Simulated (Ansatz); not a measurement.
## H-terminated Sn(111) slab, 1 bilayer: from the cell to its phonons

Wanted: phonon frequencies of H-terminated Sn(111) slab, 1 bilayer and what follows from them.

Main program and level: Ansatz 0.2.0; DFT LDA, scalar-relativistic, plane waves, PAW; PAW set soft_1.

## (1) The starting structure

The cell holds 4 atoms: 2 H and 2 Sn. Its edges and angles: a = 4.589 Å, b = 4.589 Å, c = 17.397 Å, α = 90.0°, β = 90.0°, γ = 120.0°. Vacuum lies along c.

Structure file:

```cif
data_structure
_symmetry_space_group_name_H-M 'P 1'
_symmetry_Int_Tables_number 1
_cell_length_a 4.5891
_cell_length_b 4.5891
_cell_length_c 17.3968
_cell_angle_alpha 90.000
_cell_angle_beta 90.000
_cell_angle_gamma 120.000
_cell_volume 317.29
loop_
_atom_site_label
_atom_site_type_symbol
_atom_site_fract_x
_atom_site_fract_y
_atom_site_fract_z
_atom_site_occupancy
H1 H 0.00000 0.00000 0.37363 1
H2 H 0.33333 0.66667 0.62637 1
Sn3 Sn 0.00000 0.00000 0.47308 1
Sn4 Sn 0.33333 0.66667 0.52692 1
```

## (2) Relaxation

Harmonic phonons are second derivatives at a point where the forces vanish, and they are wanted at zero stress, so atoms and cell are relaxed first.

The program solves this slab on a cell height of its own, 32.6 Å, in place of the one typed.

Contents of input.yaml:

```yaml
crystal:
  lattice:
    - [4.58912, 0.0, 0.0]
    - [-2.29456, 3.9743, 0.0]
    - [0.0, 0.0, 17.39675]
  atoms:
    - { symbol: H, position: [0.0, 0.0, 0.373633] }
    - { symbol: H, position: [0.333333, 0.666667, 0.626367] }
    - { symbol: Sn, position: [0.0, 0.0, 0.473077] }
    - { symbol: Sn, position: [0.333333, 0.666667, 0.526923] }
  periodic: [true, true, false]
kpoints:
  mp_grid: { grid: [6, 6, 1] }
hamiltonian:
  xc: lda
  pseudopotentials: { kind: paw, azcp: { folder: soft_1 }, xc_functional: pbe }
scf:
  occupations: { method: gaussian, width: 0.02 }
output:
  forces: true
  stress: true
  eigenvalues: true
  write_density: true
  write_potential: true
  elf: true
  volumetric_format: npy
relax:
  adjacent_minimum: "off"
  f_tol: 0.005
  max_steps: 80
  cell: { stress_2d_tol: 0.02 }
```

On the command line:

```bash
ansatz run input.yaml --threads 4 --pin off --max-ram 16384MiB --backend cpu --events-out ev --progress --plain --runs-dir out
```

Numbers of over 12 decimals in the logs are rounded to 6 here.

What it wrote:

```text
Warning: crystal.periodic: the lattice vector that does not repeat stood 0.000° off the slab's normal, 17.397 Å along it as the deck builds it. The run solves the slab on a vector along the normal, 32.594 Å long, with every atom where it was (on the deck's vector they left 13.00 Å outside them, and the widest stretch free of ions among them is 1.73 Å). A fractional position that the run reports is one of the run's ce [...]
Warning: the atoms were moved onto the symmetric positions of the space group found under crystal.symmetry.tolerance 1.0e-5 (fractional; no operation is sought that the atoms, as they stand in a round, miss by more than twice it, and no atom is moved by as much as it), and the run uses the moved positions. Before a round's move an operation carried an atom to 2.29e-6 Å from where it should land, the largest such dist [...]
crystal.periodic: the lattice vector that does not repeat stood 0.000° off the slab's normal, 17.397 Å along it as the deck builds it. The run solves the slab on a vector along the normal, 32.594 Å long, with every atom where it was (on the deck's vector they left 13.00 Å outside them, and the widest stretch free of ions among them is 1.73 Å). A fractional position that the run reports is one of the run's cell, which [...]
Engine: ansatz 0.2.0, aarch64-unknown-linux-gnu
Pseudopotentials: kind: paw
Pseudopotential: H, paw, valence charge 1, recommended cutoff 420 eV (normal), soft_1/H.paw.azcp
Pseudopotential: Sn, paw, valence charge 14, recommended cutoff 420 eV (normal), soft_1/Sn.paw.azcp
Functional definition: SPW92
  exchange = slater_x
  correlation = pw_c
Crystal: 4 atoms, lattice volume = 594.458 Å³
Basis set: ecut = 420 eV, 11647 PW (Γ)
Bands: 19, of which v1, the nominal top of the filled ones, is band 15 counted from 1 (14 counted from 0)
Symmetry: 12 space group operations
Space group: P-3m1 (ITA 164), of the structure as read, at distance tolerance 8.4e-5 Å
k-points: 7 of 36
Non-local potential: H, projectors of the file, l = 0: 2, l = 1: 1
Non-local potential: Sn, projectors of the file, l = 0: 2, l = 1: 2, l = 2: 2, l = 3: 1
PAW form: soft (Blöchl's): semilocal exchange-correlation on the pseudo side does not see the compensation charge
PAW frozen core: Sn, regenerated for the run's functional, and the local potential with it (the file was generated under x = pbe(κ = 0.804, μ = 0.219515), c = pbe(β = 0.066725))
PAW one-centre angular grid: H, 110 points (default); XC on 64 Gauss nodes
PAW one-centre angular grid: Sn, 590 points (default); XC on 64 Gauss nodes
Initial density: superposition of atomic densities (neutral atoms: chi_scale 0, normalization atom)
Initial wavefunctions: pseudopotential atomic-orbital guess
Functional: x = slater, c = lda
SCF iter   1: F=—  HF=-11789.849065 eV  |F-HF|=—  |Δ(HF+E_count)|=         —  Δρ=1.57e-2  dr2=1.51e0  ethr=3.10e-3  ⟨swp⟩=12.4  Hψ=1007  notcnv=0
preconditioner: auto → Resta (q_TF=auto, 1.659 Å⁻¹)  ε∞=1.4  [insulator: Δε(μ)=0.709 eV  Ē_g=8.096 eV  σ=0.020 eV  W_gap=1.00  n_scr=46 (ndim 8)  ℏωp=4.8 eV  f_vac=0.789  D(μ)=0.00/eV (n_scr^D=0)  ε∞_Penn≈1.4  vacuum switching on, ρ_ref=4.8e-3 e/Å³]
SCF iter   2: F=—  HF=-11789.364945 eV  |F-HF|=—  |Δ(HF+E_count)|=   4.84e-1  Δρ=5.54e-3  dr2=2.17e-1  ethr=3.10e-3  ⟨swp⟩=3.0  Hψ=255  notcnv=0
SCF iter   3: F=—  HF=-11789.288068 eV  |F-HF|=—  |Δ(HF+E_count)|=   7.69e-2  Δρ=1.02e-3  dr2=7.21e-3  ethr=7.23e-4  ⟨swp⟩=3.6  Hψ=247  notcnv=0
SCF iter   4: F=—  HF=-11789.286277 eV  |F-HF|=—  |Δ(HF+E_count)|=   1.79e-3  Δρ=3.12e-4  dr2=3.11e-4  ethr=2.40e-5  ⟨swp⟩=3.6  Hψ=316  notcnv=0
SCF iter   5: F=—  HF=-11789.286410 eV  |F-HF|=—  |Δ(HF+E_count)|=   1.34e-4  Δρ=7.56e-5  dr2=3.13e-5  ethr=1.04e-6  ⟨swp⟩=2.6  Hψ=244  notcnv=0
SCF iter   6: F=—  HF=-11789.286401 eV  |F-HF|=—  |Δ(HF+E_count)|=   9.35e-6  Δρ=1.41e-5  dr2=7.11e-7  ethr=1.04e-7  ⟨swp⟩=3.0  Hψ=259  notcnv=0
SCF iter   7: F=-11789.286401 eV  HF=-11789.286401 eV  |F-HF|=1.65e-8  |Δ(HF+E_count)|=   1.64e-7  Δρ=3.28e-6  dr2=3.91e-8  ethr=3.33e-10  ⟨swp⟩=19.9  Hψ=1499  notcnv=0
SCF 1 converged in 7 iterations: F = -11789.286401 eV  dr2 = 3.91e-8
  greatest PAW one-centre occupation: 0.992 electrons in one spin orbital (limit 2), on the Sn atom at site 3 (counted from 0), in its partial waves of l = 2
relax step   1: F+E_penalty+E_count = -11789.28640122 eV  Δ(F+E_penalty+E_count) = +0.000e0 eV  max|allowed force component| = 4.024e-1 eV/Å  Δτ_max = 0.0000 Å  P = -0.601 N/m  Ω = 594.458 Å³  fix = [c, alpha, beta]  reactions: c -0.000 N/m  (7 SCF iters, dr2 threshold 1.00e-7 eV, accepted)
Crystal: 4 atoms, lattice volume = 592.896 Å³
Initial density: handed on by an earlier stage of this run
Initial wavefunctions: those handed on with the density
iter 1 solved again at ethr=5.23e-4 eV; its pass at ethr=3.10e-3 eV (dr2=1.57e-1 eV) is discarded
SCF iter   1: F=—  HF=-11789.223350 eV  |F-HF|=—  |Δ(HF+E_count)|=         —  Δρ=5.43e-3  dr2=1.56e-1  ethr=5.23e-4  ⟨swp⟩=2.0  Hψ=1182  notcnv=0
preconditioner: auto → Resta (q_TF=auto, 1.659 Å⁻¹)  ε∞=1.3  [insulator: Δε(μ)=0.463 eV  Ē_g=8.176 eV  σ=0.020 eV  W_gap=1.00  n_scr=46 (ndim 8)  ℏωp=4.8 eV  f_vac=0.824  D(μ)=0.00/eV (n_scr^D=0)  ε∞_Penn≈1.3  vacuum switching on, ρ_ref=4.8e-3 e/Å³]
SCF iter   2: F=—  HF=-11789.176625 eV  |F-HF|=—  |Δ(HF+E_count)|=   4.67e-2  Δρ=2.55e-3  dr2=2.21e-2  ethr=5.21e-4  ⟨swp⟩=4.0  Hψ=287  notcnv=0
SCF iter   3: F=—  HF=-11789.171808 eV  |F-HF|=—  |Δ(HF+E_count)|=   4.82e-3  Δρ=4.84e-4  dr2=9.15e-4  ethr=7.35e-5  ⟨swp⟩=3.6  Hψ=224  notcnv=0
SCF iter   4: F=—  HF=-11789.171661 eV  |F-HF|=—  |Δ(HF+E_count)|=   1.46e-4  Δρ=8.07e-5  dr2=3.28e-5  ethr=3.05e-6  ⟨swp⟩=3.3  Hψ=288  notcnv=0
SCF iter   5: F=—  HF=-11789.171673 eV  |F-HF|=—  |Δ(HF+E_count)|=   1.20e-5  Δρ=1.55e-5  dr2=2.14e-6  ethr=1.09e-7  ⟨swp⟩=2.7  Hψ=255  notcnv=0
iter 6 did not close the SCF: its close was put off until two iterations running show no level that it waits for move by more than its bar (scf_convergence_deferred on its scf_iter line)
SCF iter   6: F=-11789.171674 eV  HF=-11789.171674 eV  |F-HF|=7.69e-8  |Δ(HF+E_count)|=   2.90e-7  Δρ=4.61e-6  dr2=9.30e-8  ethr=1.33e-9  ⟨swp⟩=21.7  Hψ=1480  notcnv=0
iter 7 did not close the SCF: its close was put off until two iterations running show no level that it waits for move by more than its bar (scf_convergence_deferred on its scf_iter line)
SCF iter   7: F=-11789.171674 eV  HF=-11789.171674 eV  |F-HF|=5.45e-9  |Δ(HF+E_count)|=   9.02e-8  Δρ=8.22e-7  dr2=2.62e-9  ethr=3.10e-10  ⟨swp⟩=10.3  Hψ=1107  notcnv=0
[...]
SCF iter   7: F=—  HF=-11789.320615 eV  |F-HF|=—  |Δ(HF+E_count)|=   1.41e-8  Δρ=9.65e-7  dr2=5.39e-9  ethr=2.04e-10  ⟨swp⟩=3.0  Hψ=269  notcnv=0
SCF iter   8: F=—  HF=-11789.320615 eV  |F-HF|=—  |Δ(HF+E_count)|=   2.59e-9  Δρ=1.29e-7  dr2=1.53e-10  ethr=1.80e-11  ⟨swp⟩=3.1  Hψ=282  notcnv=0
SCF iter   9: F=—  HF=-11789.320615 eV  |F-HF|=—  |Δ(HF+E_count)|=  3.64e-11  Δρ=2.49e-8  dr2=5.82e-12  ethr=1.00e-12  ⟨swp⟩=3.1  Hψ=264  notcnv=0
SCF iter  10: F=-11789.320615 eV  HF=-11789.320615 eV  |F-HF|=1.64e-11  |Δ(HF+E_count)|=  7.28e-12  Δρ=6.16e-9  dr2=2.53e-13  ethr=1.00e-12  ⟨swp⟩=11.0  Hψ=840  notcnv=0
the search or the solves at the SCF's close seem to have found levels that the self-consistency loop had missed (the run counts 1). By its estimate they hold under 1e-12 electrons; where the run keeps them, the occupations were computed again with them
SCF 3 converged in 10 iterations: F = -11789.320615 eV  dr2 = 2.53e-13
relax step   3: F+E_penalty+E_count = -11789.32061458 eV  Δ(F+E_penalty+E_count) = -3.421e-2 eV  max|allowed force component| = 5.282e-2 eV/Å  Δτ_max = 0.0754 Å  P = -0.037 N/m  Ω = 594.588 Å³  energy of the carried Pulay correction = -4.110e-6 eV  fix = [c, alpha, beta]  reactions: c -0.000 N/m  (10 SCF iters, accepted)
[...]
relax step   4: F+E_penalty+E_count = -11789.32111319 eV  Δ(F+E_penalty+E_count) = -4.986e-4 eV  max|allowed force component| = 5.777e-3 eV/Å  Δτ_max = 0.0068 Å  P = -0.055 N/m  Ω = 593.603 Å³  energy of the carried Pulay correction = +2.692e-5 eV  fix = [c, alpha, beta]  reactions: c -0.000 N/m  (5 SCF iters, dr2 threshold 1.74e-7 eV, accepted)
[...]
relax step   5: F+E_penalty+E_count = -11789.32120924 eV  Δ(F+E_penalty+E_count) = -9.605e-5 eV  max|allowed force component| = 3.266e-3 eV/Å  Δτ_max = 0.0016 Å  P = -0.030 N/m  Ω = 592.738 Å³  energy of the carried Pulay correction = +5.420e-5 eV  fix = [c, alpha, beta]  reactions: c -0.000 N/m  (5 SCF iters, dr2 threshold 3.61e-9 eV, accepted)
[...]
relax step   6: F+E_penalty+E_count = -11789.32124777 eV  Δ(F+E_penalty+E_count) = -3.853e-5 eV  max|allowed force component| = 2.417e-3 eV/Å  Δτ_max = 0.0002 Å  P = -0.002 N/m  Ω = 592.106 Å³  energy of the carried Pulay correction = +7.417e-5 eV  fix = [c, alpha, beta]  reactions: c -0.000 N/m  (4 SCF iters, dr2 threshold 1.09e-9 eV, accepted)
Initial wavefunctions: pseudopotential atomic-orbital guess (no wavefunctions were taken with the density)
iter 1 solved again at ethr=2.81e-7 eV; its pass at ethr=3.10e-3 eV (dr2=8.43e-5 eV) is discarded
SCF iter   1: F=—  HF=-11789.321161 eV  |F-HF|=—  |Δ(HF+E_count)|=         —  Δρ=2.41e-6  dr2=1.20e-8  ethr=2.81e-7  ⟨swp⟩=5.3  Hψ=1575  notcnv=0
eigensolver tolerance schedule: the retry pair's looser diagonalisation over-reported the residual by 7047.97 of it (diagonalisation noise at 1.77 of the residual, at the tolerance the schedule requests for it); recorded, not acted on — ethr = c·dr2/N_el stays at c = 1.0e-1
SCF iter   2: F=—  HF=-11789.321171 eV  |F-HF|=—  |Δ(HF+E_count)|=   1.00e-5  Δρ=1.34e-6  dr2=6.53e-9  ethr=3.98e-11  ⟨swp⟩=5.4  Hψ=448  notcnv=0
SCF iter   3: F=—  HF=-11789.321171 eV  |F-HF|=—  |Δ(HF+E_count)|=   1.05e-9  Δρ=8.52e-7  dr2=1.37e-9  ethr=2.18e-11  ⟨swp⟩=2.9  Hψ=236  notcnv=0
SCF iter   4: F=—  HF=-11789.321171 eV  |F-HF|=—  |Δ(HF+E_count)|=  6.13e-10  Δρ=1.42e-7  dr2=2.20e-11  ethr=4.56e-12  ⟨swp⟩=3.1  Hψ=268  notcnv=0
SCF iter   5: F=—  HF=-11789.321171 eV  |F-HF|=—  |Δ(HF+E_count)|=  4.00e-11  Δρ=3.89e-8  dr2=1.41e-11  ethr=1.00e-12  ⟨swp⟩=13.0  Hψ=952  notcnv=0
SCF iter   6: F=—  HF=-11789.321171 eV  |F-HF|=—  |Δ(HF+E_count)|=  3.64e-12  Δρ=2.14e-8  dr2=4.18e-12  ethr=1.00e-12  ⟨swp⟩=1.0  Hψ=133  notcnv=0
SCF iter   7: F=-11789.321171 eV  HF=-11789.321171 eV  |F-HF|=1.09e-11  |Δ(HF+E_count)|=  7.28e-12  Δρ=2.59e-9  dr2=4.75e-14  ethr=1.00e-12  ⟨swp⟩=7.0  Hψ=569  notcnv=0
SCF 7 converged in 7 iterations: F = -11789.321171 eV  dr2 = 4.75e-14
relax step   7: F+E_penalty+E_count = -11789.32117141 eV  Δ(F+E_penalty+E_count) = +7.636e-5 eV  max|allowed force component| = 2.400e-3 eV/Å  Δτ_max = 0.0000 Å  P = -0.002 N/m  Ω = 592.106 Å³  fix = [c, alpha, beta]  reactions: c -0.000 N/m  stress off target by 1.96e-3 N/m on what of the cell is left free  SCF on the basis re-selected at this cell (its energy is not comparable with the rows above)  (7 SCF iters)
basis re-selected at this cell: Δ(F+E_penalty+E_count) = +7.636e-5 eV, ΔP = -0.000 N/m vs the last step (what re-selecting the basis moved, of the pressure what is left beyond the Pulay correction that the steps carried, after the strain that the cell walked since its last selection, with what the two solves' SCF thresholds leave and, on support functions, any second-order correction that the steps lacked; it is no m [...]
WARN: The output density's exchange-correlation potential varies sharply where the density is thin. Do not read a vacuum level from v_tot or v_xc, or from such a field of the output density. On a cell that repeats whose density bears no net charge and no dipole along the vacuum's axis use v_es (v_loc + v_h of the components); under efield.dipole_correction with no amplitude use v_es + v_field, which holds any externa [...]
SCF converged after 7 iterations
Free energy (F): -11789.321171 eV
Harris-Foulkes:  -11789.321171 eV  (|F-HF|=1.09e-11)
Internal energy: -11789.321171 eV  (E = F + TS)
E sigma→0 (E₀):  -11789.321171 eV
Fermi energy:    -4.723805 eV
--- Per-component energies (eV) ---
  E_band       = -610.395481
  E_kinetic    = 364.173963
  E_local      = -34838.598454  (includes V_loc(G=0)·N_el)
  E_nonlocal   = 300.279278
  E_hartree    = 17200.893177
  E_xc         = -265.735379
  E_vxc        = -182.931727  (∫ρ·V_xc dr)
  E_paw        = -8453.460987  (= ΣΔE_a)
  E_vpaw       = -655.103765  (= ΣTr[D̂ρ^β])
  E_aug_tail   = -0.001146  (compensation charges beyond the density's cutoff)
  E_ewald      = 13902.278593
  E_core_change = 0.849782  (= ΣΔE_core)
  E_smearing   = -0.000000  (= −TS)
  E_closure    = 0.000000  (closes the sum)
  Σ components = -11789.321171   (vs F -11789.321171, Δ=0.00e0)
--- Forces (eV/Å), atoms counted from 1 ---
  atom   1  H      0.00000000     0.00000000     0.00222045
  atom   2  H     -0.00000000    -0.00000000    -0.00222045
  atom   3  Sn    -0.00000000     0.00000000    -0.00240035
  atom   4  Sn     0.00000000    -0.00000000     0.00240035
  max |Σ_I F_I| component: 3.70e-17 eV/Å
--- 2D stress c σ (N/m, compression-positive) ---
       -0.001955       0.000000       0.000000
        0.000000      -0.001955      -0.000000
        0.000000      -0.000000      -0.000000
  P = ½ c Tr σ = -0.0020 N/m
--- Band table (eV; the first three rows and the last of 7) ---
  k-point 0: bands = [... 11 lower, -10.4639, -7.1875, -5.0406, -5.0406, -4.4075, -1.5349, -1.5349, -1.4881]
  k-point 1: bands = [... 11 lower, -10.5449, -7.2376, -6.7982, -5.4902, -3.1188, -1.4961 (-1.4961°), -1.3409, -0.7570]
  k-point 2: bands = [... 11 lower, -11.0962, -7.9732, -7.3658, -6.1174, -3.3237, -1.4056, -0.9736, 0.2785]
  k-point 6: bands = [... 11 lower, -12.4449, -7.7473, -7.7126, -7.7126, -1.2367, -1.1532, -1.1532, 0.5643]
  ° read free of the cell's end (the report's vacuum.weakly_bound_levels)
--- Relaxed structure (6 steps of the walk, 5 accepted, 1 SCFs on fresh bases) ---
  F+E_penalty+E_count = -11789.32117141 eV   max|allowed force component| = 2.400e-3 eV/Å   (the final SCF, on the basis selected at the relaxed cell)
  cell:  # Å, volume = 592.1059 Å³
    - [4.580036, 0.0, 0]
    - [-2.290018, 3.966427, 0]
    - [0, 0, 32.593500429]
  atoms:
    - { symbol: H, position: [-8.938365069957145e-18, -6.413603165588902e-17, 0.201492] }
    - { symbol: H, position: [0.333333, 0.666667, 0.332257] }
    - { symbol: Sn, position: [-8.983100393518683e-18, -6.42255023030121e-17, 0.254275] }
    - { symbol: Sn, position: [0.333333, 0.666667, 0.279474] }
```

It took 12 s on 4 threads of Arm Neoverse V2, shared host; peak memory 0.71 GiB; 46 s of CPU time.

The steps of the relaxation:

```
step  energy less that of the first step (eV)  largest force component (eV/Å)  volume (Å³)
   1                                   0.0000                          0.4024       594.46
   2                                   0.1147                          1.0148       592.90
   3                                  -0.0342                          0.0528       594.59
   4                                  -0.0347                          0.0058       593.60
   5                                  -0.0348                          0.0033       592.74
   6                                  -0.0348                          0.0024       592.11
  7*                                  -0.0348                          0.0024       592.11
```

Relaxation steps marked * repeat the geometry before them on a plane-wave basis chosen anew for their cell, so energy and pressure can jump there. Relaxation step 2 was tried and not accepted.

The run keeps the 12 symmetry operations that it works with, so distortions that break them were not tested.

```
cell as run  before  after  change
      a (Å)   4.589  4.580  -0.2 %
      b (Å)   4.589  4.580  -0.2 %
```

The atoms that moved most (Å, along periodic axes as changes of fractional coordinates times the final cell, across vacuum about the mean position):

```
atom     dx     dy      dz  length
  H2  0.000  0.000  -0.067   0.067
  H1  0.000  0.000   0.067   0.067
 Sn3  0.000  0.000   0.058   0.058
 Sn4  0.000  0.000  -0.058   0.058
```

Numbers from this step:

| Item | Value |
| --- | --- |
| gap on the k-mesh | 0.6331 eV |
| direct gap on mesh | 0.6331 eV |
| area per atom | 4.542 Å² |

Valence density in the ac plane at fractional y = 0.667, with atoms of H and Sn within 0.2 Å of it. It is the smooth field of the valence electrons, not physical close to the nuclei.

Ten steps, logarithmic in the rise over the least value, from '_' (0.00 × 1e0 e/Å³) to '@' (6.00 × 1e0 e/Å³), each cell a mean:
```
____________________________
____________________________
____________________________
____________________________
____________________________
____________________________
____________________________
____________________________
____________________________
____________________________
____________________________
____________________________
____________________________
____________________________
____________________________
____..::====::..____________
..::==**####**==::....____..
----++%%@@@@%%++----::::::::
............................
____________________________
____________________________
____________________________
____________________________
____________________________
```
Columns run along a (4.6 Å), rows up along c (32.6 Å). Atoms in or near the plane, at fractional coordinates: H at (0.33, 0.33), Sn at (0.33, 0.28).

ELF in the ac plane at fractional y = 0.667, with atoms of H and Sn within 0.2 Å of it. It is the smooth field of the valence electrons, not physical close to the nuclei.

Ten even steps from '0' (0.00 × 1e-1) to '9' (9.98 × 1e-1), each cell a mean:
```
00000000000000
00000000000000
00000000000000
00000000000000
00000000000000
00000000000000
00000000000000
00000000000000
00000000000000
00000000000000
00000000000000
00000000000000
00000000000000
00000000000000
02467764200000
27999999720000
24555555321111
54311113454334
22222222222332
10000000013553
00000000000110
00000000000000
00000000000000
00000000000000
```
Columns run along a (4.6 Å), rows up along c (32.6 Å). Atoms in or near the plane, at fractional coordinates: H at (0.33, 0.33), Sn at (0.33, 0.28).

Electrostatic potential energy in the ac plane at fractional y = 0.667, with atoms of H and Sn within 0.2 Å of it. With pseudopotentials it is smooth inside the atoms' cores, unlike the true potential.

Ten even steps from '0' (-9.90 × 1e0 eV) to '9' (0.00 × 1e0 eV), each cell a mean:
```
99999999999999
99999999999999
99999999999999
99999999999999
99999999999999
99999999999999
99999999999999
99999999999999
99999999999999
99999999999999
99999999999999
99999999999999
99999999999999
99999999999999
99999999999999
99964468999999
75300003578888
51004400255555
88776677887667
99999999999999
99999999999999
99999999999999
99999999999999
99999999999999
```
Columns run along a (4.6 Å; values clipped at the 3rd and 97th percentile), rows up along c (32.6 Å). Atoms in or near the plane, at fractional coordinates: H at (0.33, 0.33), Sn at (0.33, 0.28).

(Part 1 of 3 ends here.)

[Logs are printed without paths, hosts, clocks, repeated set-up lines and the standing remarks that a program may print on its own settings, such as how far it seeks lower states.]

[Hosts, paths, dates, database ids (printed as entryN), source tags and the programs' standing remarks are cut or masked in the printed files.]
